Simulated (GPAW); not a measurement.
The system is MnO.

```
CELL_PARAMETERS angstrom
0.00000 2.22391 2.22391
2.22391 0.00000 2.22391
2.22391 2.22391 0.00000
ATOMIC_POSITIONS crystal
Mn 0.00000 0.00000 0.00000
O 0.50000 0.50000 0.50000
```

The cell is a database's computed one.

Base run:

* Program: GPAW 26.7.0
* Functional: PBEsol
* Potentials or basis: PAW data sets generated in the run's folder for this functional
* Cutoff: 800 eV
* Basis: pw
* k mesh: 10 × 10 × 10
* Occupations: fermi-dirac, width 0.05 eV
* Spin: collinear spin, ferromagnetic start
* Starting moments: [4.0, 0.0] μB

Its results: pressure -5.9 GPa; net moment 4.72 μB per cell; site moments Mn +4.19; O +0.16 μB.

**Question.** The run is repeated on the same cell with these changes: hubbard terms from none to Mn d U = 3 eV. What comes out?

**Answer.** Pressure 2.7 GPa; net moment 5.00 μB per cell; site moments Mn +4.49; O +0.14 μB.

Caveats: a cell with one magnetic atom can't hold antiferromagnetic order, which such compounds often take.
